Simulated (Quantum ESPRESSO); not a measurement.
ZnF2 under changes of volume

One of the cells (11.561 Å³/atom); the others are scaled copies at fixed shape and fractional positions:

```
Zn F
1.0
     4.70480    0.00000    0.00000
     0.00000    4.70480    0.00000
     0.00000    0.00000    3.13380
Zn F
2 4
Direct
  0.50000 0.50000 0.50000
  0.00000 0.00000 0.00000
  0.80240 0.19760 0.50000
  0.69760 0.69760 0.00000
  0.19760 0.80240 0.50000
  0.30240 0.30240 0.00000
```

| Property | Result |
| --- | --- |
| Program | Quantum ESPRESSO 7.5 |
| Functional | LDA |
| Potentials or basis | GBRV 1.5 LDA |
| Cutoff | 762 eV |
| Density cutoff | 6095 eV |
| k mesh | 6 × 6 × 9 |
| Occupations | fermi-dirac, width 0.05 eV |
| Spin | no spin polarisation |

```tsv
volume (Å³/atom)	energy over the lowest point (meV/atom)	pressure (GPa)	gap on the mesh (eV)
10.868	?	?	?
11.099	0.00	-0.4	3.40
11.330	2.34	-3.0	3.36
11.561	8.25	-5.4	3.32
11.792	17.31	-7.4	3.28
12.024	29.22	-9.2	3.25
12.255	43.61	-10.9	3.21
```

**Question.** What does the run at 10.868 Å³/atom give?

**Answer.** Energy over the lowest point 1.70 meV/atom; pressure 2.5 GPa; gap on the mesh 3.45 eV.

Worked out: A Birch-Murnaghan fit of order 3 (a polynomial in V^(-2/3)) to the other rows has its minimum at 11.07 Å³/atom, just outside them, with B0 = V·E''(V) = 134 GPa and B' = 4.6 at fixed shape and positions, which overstates the stiffness. It gives 1.64 meV/atom at 10.868 Å³/atom, against the run's 1.70, and -dE/dV = 2.6 GPa, against 2.5. A straight line through the other rows of the gap, of slope -1.9 eV per unit of ln V (its deformation potential), extrapolates to 3.44 eV, against the run's 3.45.

Energies are extrapolated to zero smearing.

Caveats: an odd mesh through Γ misses points on the zone boundary, where band edges often lie.
